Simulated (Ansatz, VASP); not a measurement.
Two plane-wave programs on Se

```
Se
1.0
     5.52488    3.18979    1.87156
    -5.52488    3.18979    1.87156
     0.00000   -6.37959    1.87156
Se
6
Cartesian
  0.7047 -4.3615 2.4139
  3.4248 2.7910 2.4139
  -4.1295 1.5705 2.4139
  -0.7047 4.3615 3.2008
  -3.4248 -2.7910 3.2008
  4.1295 -1.5705 3.2008
```

Alike in both runs: functional PBE; k mesh 6 × 6 × 6; occupations gaussian, width 0.02 eV; no spin polarisation.

Ansatz relaxed the structure, and its values are those at the end. VASP's run is a single point on that final structure, the one shown.

|  | VASP | Ansatz |
| --- | --- | --- |
| version | VASP 6.6.1 | Ansatz 0.2.0 |
| potentials or method | VASP PAW PBE potentials, release 64 (Se) | scalar-relativistic, plane waves, PAW |
| plane-wave cutoff (eV) | 520 | 420 |
| valence electrons in the cell | 36 | 96 |

|  | VASP | Ansatz | Ansatz less VASP |
| --- | --- | --- | --- |
| gap on the k mesh at the Fermi level (eV) | 1.57 | 1.58 | +0.005 |
| least direct gap on the mesh (eV) | 1.65 | 1.65 | +0.002 |
| pressure (GPa) | 0.1 | 0.0 | -0.09 |
| rms of the force components (eV/Å) | 0.016 | 0.000 | -0.0158 |

With one functional, cell and mesh, what is left measures potentials, basis and numerics. The two sets of potentials don't hold the same shells in valence.

A k mesh can miss the band edges. As with any semilocal functional, this PBE gap is likely too small.
